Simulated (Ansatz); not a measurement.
# Se (P3_121) in Ansatz: notebook

One crystal, Se, is run at these levels: revPBE, PBE+D3(BJ)+ATM; tasks: single point.

Everything below comes from runs of Ansatz 0.2.0. Logs are shortened: lines on timing, memory, paths and dates and some standing lists are left out, and cuts for length are marked.

## Step 1: The structure

Symmetry: P3_121, No. 152, trigonal system. Conventional cell: a = 4.366 Å, b = 4.366 Å, c = 4.954 Å, α = 90.00°, β = 90.00°, γ = 120.00°. Se (site symmetry 2) is surrounded by 2 Se at 2.37 Å.

## Step 2: Single point, revPBE, collinear spin, antiferromagnetic start (cell strained at random at fixed volume)

input.yaml reads:

```yaml
crystal:
  lattice: { a: 4.3891512805, b: 4.321349131, c: 4.95306127, alpha: 88.9054970113, beta: 89.3795744382, gamma: 119.4335235499 }
  atoms:
    - { symbol: Se, position: [0.7746, 0.7746, 0.0], spin: 0.5 }
    - { symbol: Se, position: [0.0, 0.2254, 0.6666666667], spin: -0.5 }
    - { symbol: Se, position: [0.2254, 0.0, 0.3333333333], spin: 0.5 }
kpoints:
  mp_grid: { grid: [7, 7, 6] }
scf:
  occupations: { method: fermi_dirac, width: 0.025 }
  lower_state_search: "off"
hamiltonian:
  xc: revpbe
  pseudopotentials: { kind: all_electron, datasets: crystal }
magnetization:
  spin_polarized: true
output:
  forces: true
  stress: true
  eigenvalues: true
  elf: true
  volumetric_format: npy
```

Potentials or basis: all-electron PAW datasets made for the crystal.

Started as:

```console
> ansatz run input.yaml --threads 2 --pin off --max-ram 6144MiB --backend cpu --events-out ev --progress --plain --runs-dir out
```

Output:

```text
Warning: RAYON_NUM_THREADS=2 ignored (pool sized by the plan → 2); use --threads N
hamiltonian.pseudopotentials.datasets: crystal makes datasets for this crystal and solves the spheres of its atoms anew in each pass: cutoff 380.0 eV, the density's 1520.0 eV; for an error of 0.50 meV an atom under PBE, 1.5 meV for the cell; an energy difference from a run of another recipe may be off by several times the error for the cell, under r2SCAN by more, where some 0.1 meV an atom stays at smaller errors; Se in spheres of 1.164 Å, 16 of its electrons in bands
Engine: ansatz 0.2.0, aarch64-unknown-linux-gnu
Pseudopotentials: kind: all_electron
Pseudopotential: Se, paw, valence charge 16, recommended cutoff 380 eV (normal), crystal/all_electron/pbe/scalar/gaussian/Se, Koelling and Harmon's equation, gaussian nucleus
Functional definition: revPBE
  parameter kappa = 1.245
  parameter beta = 0.06672455060314922
  exchange = pbe_x(kappa = kappa, mu = beta*pi^2/3)
  correlation = pbe_c(beta = beta)
Crystal: 3 atoms, lattice volume = 81.782 Å³
Basis set: ecut = 380 eV, 1355 PW (Γ), exchange–correlation on 60×60×64 points (8 copies of the dense FFT grid, shifted against one another)
Bands: 30, of which v1, the nominal top of the filled ones, is band 24 counted from 1 (23 counted from 0)
Symmetry: 1 space group operations
Space group: P1 (ITA 1), of the structure as read, at distance tolerance 4.3e-5 Å
Magnetic group: BNS 1.1 (UNI 1), of the structure as read, at distance tolerance 4.3e-5 Å
k-points: 148 of 294 (time reversal used)
Non-local potential: Se, projectors of the file, l = 0: 1, l = 1: 1, l = 2: 3
PAW form: soft (Blöchl's): semilocal exchange-correlation on the pseudo side does not see the compensation charge
PAW one-centre angular grid: Se, 590 points (default); XC on its mesh's 1847 points in the sphere
Initial density: superposition of atomic densities (chi_scale 0.1, normalization cell)
Starting moments: Σ|m| = 1.5 μB on 3 of 3 sites
Initial wavefunctions: pseudopotential atomic-orbital guess
Functional: x = revpbe(κ = 1.245, μ = 0.2195149727645171), c = pbe(β = 0.06672455060314922)
iter 1 solved again at ethr=7.78e-4 eV; its pass at ethr=1.00e-1 eV (dr2=3.73e-1 eV) is discarded
SCF iter   1: F=—  HF=-198389.755747 eV  |F-HF|=—  |Δ(HF+E_count)|=         —  Δρ=3.18e-2 (↑3.18e-2 ↓3.17e-2)  dr2=3.94e-1  dr2_m=6.12e-1  M=0.000 μB ∫|m|=0.131 μB  β_m=0.30  ethr=7.78e-4  ⟨swp⟩=6.7  Hψ=52787  notcnv=0
preconditioner: auto → Resta (q_TF=auto, 2.496 Å⁻¹)  ε∞=3.4  [insulator: Δε(μ)=0.996 eV  Ē_g=11.143 eV  σ=0.025 eV  W_gap=1.00  n_scr=20 (ndim 8)  ℏωp=17.4 eV  f_vac=0.063  D(μ)=0.00/eV (n_scr^D=0)  ε∞_Penn≈3.4]
spin=Collinear: Resta preconditioning applied to the charge; magnetization (m = ρ↑ − ρ↓) channel mixes plain (no charge-response kernel on spin).
SCF iter   2: F=—  HF=-198389.784462 eV  |F-HF|=—  |Δ(HF+E_count)|=   2.87e-2  Δρ=2.27e-2 (↑2.27e-2 ↓2.24e-2)  dr2=2.14e-1  dr2_m=3.05e-1  M=0.000 μB ∫|m|=0.103 μB  β_m=0.30  ethr=7.78e-4  ⟨swp⟩=2.3  Hψ=17842  notcnv=0  defer=70
iter 3 solved again at ethr=1.80e-5 eV; its pass at ethr=4.46e-4 eV (dr2=8.65e-3 eV) is discarded
SCF iter   3: F=—  HF=-198389.793887 eV  |F-HF|=—  |Δ(HF+E_count)|=   9.43e-3  Δρ=1.45e-2 (↑1.45e-2 ↓1.42e-2)  dr2=8.50e-3  dr2_m=1.53e-1  M=0.000 μB ∫|m|=0.081 μB  β_m=0.30  ethr=1.80e-5  ⟨swp⟩=4.5  Hψ=38895  notcnv=0  defer=344
[... 16 lines left out ...]
SCF 1 converged in 15 iterations: F = -198389.835306 eV  dr2 = 2.99e-10
  Residual-converged pass: ⟨swp⟩=3.0  Hψ=16745  notcnv=0  max |occ|·‖R‖ = 6.4e-6 eV (tolerance 6.5e-6 eV)  dr2=2.99e-10  dr2_m=2.56e-12  dr2_onsite=5.33e-10  max |Δocc| = 1.1e-14
SCF converged after 15 iterations
Magnetization: 0.0000 μB (24.0000 up, 24.0000 down)
Absolute magnetization: 0.0000 μB (∫|ρ↑−ρ↓|)
Spin contamination: 0.0305 ħ² per cell (⟨S²⟩ above its minimum at these occupations)
Per-site moments (μB) at R_I (Å): [(-2.06098133832362e-7, 0.9627408051248297), (-1.810456072843025e-8, 0.9627408051248297), (4.0079849340739196e-7, 0.9784591403264824)]
Free energy (F): -198389.835306 eV
Harris-Foulkes:  -198389.835306 eV  (|F-HF|=3.20e-10)
Internal energy: -198389.835306 eV  (E = F + TS)
E sigma→0 (E₀):  -198389.835306 eV
Past the cutoff: the bands carry plane waves up to 1.75 times it, of which those up to 1.5 times it add -0.000931 eV an atom, each by itself; the spheres take 0.000299 eV an atom off the energy for waves past 1.75 times it
By the cutoff:   a pressure is off by up to 0.006 GPa (1.2 times the spheres' own share and the shells' term, over an atom's volume, and 0.004 GPa: a bound that held against runs at twice the plane waves)
Past the cutoffs: a stress includes 0.0037 GPa for waves and charges beyond them, in addition to the slope of what the spheres take
In the spheres:  the bands' charges fall short by 1.9e-5 e at most (sound up to 1e-3)
Fermi energy:    8.053939 eV
--- Per-component energies (eV) ---
  E_band       = -1196.418625
  E_kinetic    = 418.592916
  E_local      = -6570.935350  (includes V_loc(G=0)·N_el)
  E_nonlocal   = -3045.578432
  E_hartree    = 2988.808981
  E_xc         = -252.091272
  E_vxc        = -323.195183  (∫ρ·V_xc dr)
  E_paw        = -206599.659166  (= ΣΔE_a)
  E_vpaw       = -17304.051175  (= ΣTr[D̂ρ^β])
  E_ewald      = -4980.104558
  E_smearing   = -0.000000  (= −TS)
  E_closure    = 19651.131575  (closes the sum)
  Σ components = -198389.835306   (vs F -198389.835306, Δ=0.00e0)
  The terms above E_closure are by the made datasets' own strengths, without shells solved beside the bands.
--- Forces (eV/Å), atoms counted from 1 ---
  atom   1  Se    -0.02174162    -0.43858660     0.45411978
  atom   2  Se    -0.20423534     0.55032126    -0.25459735
  atom   3  Se     0.22596877    -0.11171687    -0.19952300
  max |Σ_I F_I| component: 1.78e-5 eV/Å
--- Stress (GPa, compression-positive) ---
        2.746233      -0.483830      -0.883114
       -0.483830       4.352670      -1.698005
       -0.883114      -1.698005       5.391416
  P = ⅓ Tr σ = 4.1634 GPa (41.634 kbar)
--- Band table (eV; the first three rows and the last of 296) ---
  k-point 0 ↑: bands = ["-40.7658", "-40.7422", "-40.7154", "-40.7011", "-40.6776", "-40.6476", "-40.5690", "-40.5356", "-40.5231", "-40.5053", "-40.4912", "-40.4861", "-40.4617", "-40.4462", "-40.4150", "-8.3392", "-4.3054", "-4.1137", "3.6237", "3.6597", "3.7776", "5.4155", "5.4625", "7.0640", "9.2406", "9.4984", "9.8032"]
  k-point 1 ↑: bands = ["-40.7680", "-40.7406", "-40.7137", "-40.7002", "-40.6771", "-40.6507", "-40.5690", "-40.5355", "-40.5232", "-40.5052", "-40.4913", "-40.4854", "-40.4617", "-40.4465", "-40.4150", "-8.2083", "-5.3125", "-3.1399", "3.2679", "3.8096", "3.9082", "5.4603", "5.7024", "6.8679", "9.0418", "9.2829", "9.5568"]
  k-point 2 ↑: bands = ["-40.7715", "-40.7386", "-40.7106", "-40.6972", "-40.6749", "-40.6584", "-40.5691", "-40.5354", "-40.5232", "-40.5051", "-40.4913", "-40.4840", "-40.4617", "-40.4471", "-40.4151", "-7.8223", "-6.3189", "-2.3002", "2.8365", "3.9682", "4.0608", "5.6501", "6.1330", "6.4140", "8.7032", "8.9470", "9.1551"]
  k-point 147 ↓: bands = ["-40.7679", "-40.7405", "-40.7136", "-40.7002", "-40.6770", "-40.6506", "-40.5691", "-40.5355", "-40.5232", "-40.5052", "-40.4913", "-40.4859", "-40.4617", "-40.4467", "-40.4146", "-7.8207", "-5.3261", "-3.5478", "2.3677", "2.6379", "4.0138", "5.0937", "5.8558", "6.6287", "9.5968", "10.1851", "10.4303"]
```

Wall time 5 min (2 threads of Arm Neoverse N1, shared host); peak memory 2.6 GiB.

Results:

| Quantity | Value |
| --- | --- |
| Free energy | -198389.8353 eV |
| Pressure | 4.2 GPa |
| Largest force | 0.640 eV/Å |
| Band gap on the k mesh | 1.04 eV, indirect (least direct gap 1.47 eV) |
| Net moment | 0.00 μB per cell |
| Absolute moment | 0.00 μB per cell |

Forces in eV/Å, atoms in the order of the input:
```
Se  -0.022 -0.439  0.454
Se  -0.204  0.550 -0.255
Se   0.226 -0.112 -0.200
```

Stress tensor (GPa, compression positive):
```
 2.75 -0.48 -0.88
-0.48  4.35 -1.70
-0.88 -1.70  5.39
```

Caveat: an odd mesh through Γ misses points on the zone boundary, where band edges often lie; the starting moments weren't kept.

## Step 3: Single point, PBE+D3(BJ)+ATM, collinear spin, antiferromagnetic start

input.yaml reads:

```yaml
crystal:
  lattice: { a: 4.3662, b: 4.3662, c: 4.9536, alpha: 90.0, beta: 90.0, gamma: 120.0 }
  atoms:
    - { symbol: Se, position: [0.7746, 0.7746, 0.0], spin: 0.5 }
    - { symbol: Se, position: [0.0, 0.2254, 0.6666666667], spin: -0.5 }
    - { symbol: Se, position: [0.2254, 0.0, 0.3333333333], spin: 0.5 }
kpoints:
  mp_grid: { grid: [7, 7, 6] }
scf:
  occupations: { method: fermi_dirac, width: 0.15 }
  lower_state_search: "off"
hamiltonian:
  xc: pbe
  dispersion: d3bjatm
  pseudopotentials: { kind: all_electron, lapw: { basis_error: 0.001 } }
magnetization:
  spin_polarized: true
output:
  forces: true
  stress: true
  eigenvalues: true
```

Potentials or basis: all-electron LAPW, scalar-relativistic.

Started as:

```console
> ansatz run input.yaml --threads 2 --pin off --max-ram 6144MiB --backend cpu --events-out ev --progress --plain --runs-dir out
```

Output:

```text
Warning: RAYON_NUM_THREADS=2 ignored (pool sized by the plan → 2); use --threads N
LAPW: plane waves up to 9.245 Å⁻¹, error target 1.0e-3 eV per atom; small_component_spin mean_spin; Se in spheres of 1.187 Å, 24 of its electrons in bands, Dirac shells [] (how accurate: hamiltonian.pseudopotentials.lapw.basis_error, Limitations)
band count auto-derived: 46 (N_el = 72.0; filled up to band 36; 45 by the electrons, moments and atoms)
[... 2 set-up lines as earlier in the session ...]
Pseudopotential: Se, LAPW, valence charge 24, lapw/all_electron/scalar/gaussian/Se, Koelling and Harmon's equation, gaussian nucleus
[... 63 lines left out ...]
--- Forces (eV/Å), atoms counted from 1 ---
  atom   1  Se    -0.20536621    -0.35570418    -0.00000076
  atom   2  Se    -0.20536596     0.35570428     0.00000000
  atom   3  Se     0.41073196     0.00000027     0.00000076
  max |Σ_I F_I| component: 3.68e-7 eV/Å
--- Stress (GPa, compression-positive) ---
        0.266074       0.000000       0.000000
        0.000000       0.266074       0.000000
        0.000000       0.000000       2.137864
  P = ⅓ Tr σ = 0.8900 GPa (8.900 kbar)
--- Band table (eV; the first three rows and the last of 176) ---
  k-point 0 ↑: bands = ["-201.0011", "-201.0008", "-201.0008", "-140.5767", "-140.5767", "-140.5741", "-140.5198", "-140.5182", "-140.5182", "-140.3066", "-140.3066", "-140.3065", "-40.8400", "-40.8400", "-40.8026", "-40.7965", "-40.7965", "-40.7484", "-40.6384", "-40.6335", "-40.6334", "-40.5920", "-40.5920", "-40.5888", "-40.5666", "-40.5402", "-40.5402", "-8.4261", "-4.3111", "-4.3111", "3.5784", "3.5784", "3.6584", "5.3678", "5.3678", "7.0006", "9.3092", "9.3092", "9.5815", "13.5851", "13.9205", "13.9205", "15.8340", "16.1227", "16.1825", "16.1825"]
  k-point 1 ↑: bands = ["-201.0011", "-201.0009", "-201.0007", "-140.5771", "-140.5761", "-140.5742", "-140.5198", "-140.5185", "-140.5179", "-140.3066", "-140.3066", "-140.3065", "-40.8501", "-40.8283", "-40.8032", "-40.8000", "-40.7911", "-40.7517", "-40.6383", "-40.6351", "-40.6318", "-40.5931", "-40.5910", "-40.5889", "-40.5650", "-40.5443", "-40.5374", "-8.2943", "-5.4097", "-3.2475", "3.1940", "3.7296", "3.8260", "5.3856", "5.6298", "6.7970", "9.0856", "9.1026", "9.3328", "14.2237", "14.2281", "14.3509", "14.9127", "15.5627", "16.4417", "17.5357"]
  k-point 2 ↑: bands = ["-201.0011", "-201.0009", "-201.0007", "-140.5774", "-140.5755", "-140.5745", "-140.5196", "-140.5189", "-140.5178", "-140.3066", "-140.3066", "-140.3065", "-40.8567", "-40.8174", "-40.8054", "-40.8021", "-40.7831", "-40.7605", "-40.6379", "-40.6364", "-40.6306", "-40.5938", "-40.5901", "-40.5891", "-40.5608", "-40.5494", "-40.5358", "-7.9037", "-6.4221", "-2.4087", "2.7627", "3.8987", "3.9887", "5.5698", "6.0586", "6.3233", "8.7048", "8.8180", "8.9067", "13.9126", "14.4841", "15.2921", "15.5337", "15.5819", "16.7142", "17.1154"]
  k-point 87 ↓: bands = ["-201.0010", "-201.0010", "-201.0007", "-140.5775", "-140.5750", "-140.5750", "-140.5193", "-140.5193", "-140.5177", "-140.3066", "-140.3065", "-140.3065", "-40.8589", "-40.8096", "-40.8095", "-40.8028", "-40.7722", "-40.7721", "-40.6375", "-40.6374", "-40.6300", "-40.5945", "-40.5894", "-40.5893", "-40.5562", "-40.5559", "-40.5338", "-6.9436", "-6.8273", "-3.1667", "1.5740", "2.7552", "2.8593", "6.0622", "6.2154", "7.4109", "8.9040", "10.1023", "10.3063", "13.7660", "15.2589", "16.4645", "16.4934", "18.0295", "18.3750", "18.9896"]
```

Wall time 6.6 min (2 threads of Arm Neoverse N1, shared host); peak memory 0.99 GiB.

Results:

```yaml
Free_energy: -198377.8708 eV
Pressure: 0.9 GPa
Largest_force: 0.411 eV/Å
Band_gap_on_the_k_mesh: 1.22 eV, indirect (least direct gap 1.49 eV)
Net_moment: 0.00 μB per cell
Absolute_moment: 0.00 μB per cell
```

Forces in eV/Å, atoms in the order of the input:
```
Se  -0.205 -0.356  0.000
Se  -0.205  0.356  0.000
Se   0.411  0.000  0.000
```

Stress tensor (GPa, compression positive):
```
0.27 0.00 0.00
0.00 0.27 0.00
0.00 0.00 2.14
```

Caveat: an odd mesh through Γ misses points on the zone boundary, where band edges often lie; the starting moments weren't kept.
